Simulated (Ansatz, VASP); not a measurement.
# WSe2: VASP beside Ansatz, part 2 of 2

One calculation is typed for both programs; each brings its own data sets. How far apart do they land? The structure shown is the end of the Ansatz relaxation below.

VASP 6.6.1 and Ansatz 0.2.0.

So far: Set-up; Ansatz: relaxation, PBE with D3(BJ); VASP: single point, PBE with D3(BJ).

### 3. VASP: single point, PBE with D3(BJ) (continued)

Level of this step: PBE with D3(BJ), no spin polarisation; plane waves and PAW (W, Se) (VASP).

Numbers of over 12 decimals in the logs are rounded to 6 here.

From OUTCAR (step 3):

```text
ion  position               nearest neighbor table
   1  0.667  0.333  0.296-   5 2.54   5 2.54   5 2.54   4 2.54   4 2.54   4 2.54
   2  0.333  0.667  0.500-   7 2.53   9 2.53   7 2.53   9 2.53   7 2.53   9 2.53
   3  0.667  0.333  0.704-   6 2.54   6 2.54   6 2.54   8 2.54   8 2.54   8 2.54
   4  0.333  0.667  0.242-   1 2.54   1 2.54   1 2.54
   5  0.333  0.667  0.349-   1 2.54   1 2.54   1 2.54
   6  0.333  0.667  0.651-   3 2.54   3 2.54   3 2.54
   7  0.667  0.333  0.446-   2 2.53   2 2.53   2 2.53
   8  0.333  0.667  0.758-   3 2.54   3 2.54   3 2.54
   9  0.667  0.333  0.554-   2 2.53   2 2.53   2 2.53

  LATTYP: Found a hexagonal cell.
 ALAT       =     3.2810292229
 C/A-ratio  =     9.5400210951

 Subroutine GETGRP returns: Found 12 space group operations
 (whereof 12 operations were pure point group operations)

The static configuration has the point symmetry D_3h.

 Found     38 irreducible k-points:

   k-points           NKPTS =     38   k-points in BZ     NKDIM =     38   number of bands    NBANDS=     36

   dimension x,y,z NGX =    28 NGY =   28 NGZ =  250
   dimension x,y,z NGXF=    56 NGYF=   56 NGZF=  500

   ENCUT  =  600.0 eV  44.10 Ry    6.64 a.u.   6.55  6.55 62.52*2*pi/ulx,y,z

   NELECT =      54.0000    total number of electrons

 k-points in reciprocal lattice and weights: Automatic mesh
   0.00000000  0.00000000  0.00000000       0.003
   0.08333333  0.00000000  0.00000000       0.021
   0.16666667  0.00000000  0.00000000       0.021
   0.25000000  0.00000000  0.00000000       0.021
   0.33333333  0.00000000  0.00000000       0.021
   0.41666667  0.00000000  0.00000000       0.021
   0.50000000  0.00000000  0.00000000       0.010
   0.08333333  0.08333333  0.00000000       0.021
   0.16666667  0.08333333  0.00000000       0.042
[...]
0.33333333  0.25000000  0.50000000       0.042
   0.33333333  0.33333333  0.50000000       0.007

 average (electrostatic) potential at core
       1 -44.4955       2 -44.4972       3 -44.4955       4 -57.0211       5 -57.0437
       6 -57.0437       7 -57.0530       8 -57.0211       9 -57.0530

 E-fermi :   2.0113

 k-point     1 :       0.0000    0.0000    0.0000
  band No.  band energies     occupation
    ...
     23       0.0849      2.00000
     24       0.0849      2.00000
     25       0.5500      2.00000
     26       1.1913      2.00000
     27       1.4608      2.00000
     28       4.1792      0.00000
     29       4.1793      0.00000
     30       4.1967      0.00000
     31       4.1968      0.00000
     32       4.2449      0.00000
    ...

 k-point     2 :       0.0833    0.0000    0.0000
  band No.  band energies     occupation
    ...
     23       0.0447      2.00000
     24       0.2657      2.00000
     25       0.5667      2.00000
     26       1.1164      2.00000
     27       1.3036      2.00000
     28       3.9396      0.00000
     29       3.9645      0.00000
     30       3.9919      0.00000
     31       3.9926      0.00000
     32       4.0479      0.00000
    ...

 k-point     3 :       0.1667    0.0000    0.0000
  band No.  band energies     occupation
    ...
     23      -0.1386      2.00000
     24       0.1956      2.00000
     25       0.5018      2.00000
     26       0.7627      2.00000
     27       0.8254      2.00000
     28       3.2211      0.00000
     29       3.3943      0.00000
     30       3.6180      0.00000
     31       3.7439      0.00000
     32       3.7984      0.00000
    ...

 Edisp (eV)   -3.84709

  Total      -0.45658    -0.45658    -0.47468    -0.00000     0.00000    -0.00000
  in kB      -2.50677    -2.50677    -2.60615    -0.00000     0.00000    -0.00000
  external pressure =       -2.54 kB  Pullay stress =        0.00 kB

  energy-cutoff  :      600.00
  volume of cell :      291.82
      direct lattice vectors                 reciprocal lattice vectors
     3.281029223  0.000000000  0.000000000     0.304782412  0.175966208  0.000000000
    -1.640514611  2.841454658  0.000000000     0.000000000  0.351932415  0.000000000
     0.000000000  0.000000000 31.301088000     0.000000000  0.000000000  0.031947771

 POSITION                                       TOTAL-FORCE (eV/Angst)
 -----------------------------------------------------------------------------------
      1.64051      0.94715      9.25044        -0.000000     -0.000000      0.000548
     -0.00000      1.89430     15.65054        -0.000000     -0.000000      0.000000
      1.64051      0.94715     22.05065        -0.000000     -0.000000     -0.000548
      0.00000      1.89430      7.56516        -0.000000     -0.000000      0.041333
      0.00000      1.89430     10.93513        -0.000000      0.000000     -0.040648
      0.00000      1.89430     20.36596        -0.000000      0.000000      0.040648
      1.64051      0.94715     13.96684         0.000000     -0.000000      0.041917
      0.00000      1.89430     23.73593         0.000000     -0.000000     -0.041333
      1.64051      0.94715     17.33425         0.000000     -0.000000     -0.041917
 -----------------------------------------------------------------------------------
    total drift:                                0.000000     -0.000000      0.000000

  FREE ENERGIE OF THE ION-ELECTRON SYSTEM (eV)
  ---------------------------------------------------
  free  energy   TOTEN  =       -68.7205262105 eV

  energy  without entropy=      -68.7205262105  energy(sigma->0) =      -68.72052621

 total charge
# of ion       s       p       d       tot
------------------------------------------
    1        0.537   0.622   4.177   5.335
    2        0.538   0.621   4.180   5.340
    3        0.537   0.622   4.177   5.335
    4        1.475   2.351   0.068   3.894
    5        1.477   2.349   0.071   3.897
    6        1.477   2.349   0.071   3.897
    7        1.477   2.349   0.071   3.897
    8        1.475   2.351   0.068   3.894
    9        1.477   2.349   0.071   3.897
--------------------------------------------------
tot         10.471  15.963  12.952  39.387

[... 3 further parts left out ...]
```

This run has no spin polarisation, so a moment on W, if there is one, isn't seen.

### 4. Differences

Known differences besides the potentials themselves: the data sets hold 138 valence electrons in Ansatz (on its PAW soft_1 files) and 54 in VASP; Ansatz's pressure holds a Pulay correction, VASP's none. Total energies have different zeros and are not compared.

The two programs side by side:

| quantity | Ansatz | VASP | difference |
| --- | --- | --- | --- |
| pressure (GPa) | -0.01 | -0.25 | +0.25 |
| gap on the k mesh (eV) | 1.100 | 1.101 | -0.001 |

At this near-relaxed geometry the largest component of a force difference is 43 meV/Å. A gap on the mesh is an upper bound, since the band edges may lie between its points; neither run holds spin-orbit coupling, which can move the band edges of a compound of W. With vacuum in the cell, a pressure given here is an average over mostly empty space and none of the material.

### 5. Further runs

Further runs change the set-up of one program: Ansatz's method, potentials or start, or VASP's data sets, cutoff or form of LDA. The table gives Ansatz less VASP for each quantity, since a change that brings one quantity closer may part another.

| run | r.m.s. force difference (meV/Å) | pressure (GPa) | gap on the k mesh (eV) |
| --- | --- | --- | --- |
| as above | 19 | 0.25 | -8.0e-4 |
| VASP with the data sets W and Se_sv_GW and a cutoff of 620 eV | 34 | 1.2 | -0.0059 |

### 6. What came out

```
r.m.s. force difference (single point, PBE with D3(BJ)) : 19 meV/Å
```

What this shows: The r.m.s. force difference is 19 meV/Å (single point, PBE with D3(BJ)), beyond the 12 meV/Å picked in this series as the mark of a large difference. The data sets hold unlike numbers of valence electrons (138 in Ansatz and 54 in VASP), so part of the differences comes from the potentials. Single point, PBE with D3(BJ), VASP with the data sets W and Se_sv_GW and a cutoff of 620 eV: r.m.s. force difference goes from 19 to 34 meV/Å; the difference in pressure goes from 0.25 to 1.2 GPa; the difference in gap on the k mesh goes from -8.0e-4 to -0.0059 eV. How closely two codes agree says nothing of how well the functional describes the real material.

[Lines on the potential files, build, host, timing and source positions are cut from VASP's logs without a mark.]

[Logs are printed without paths, hosts, clocks, repeated set-up lines and the standing remarks that a program may print on its own settings, such as how far it seeks lower states.]

[Hosts, paths, dates, database ids (printed as entryN), source tags and the programs' standing remarks are cut or masked in the printed files.]
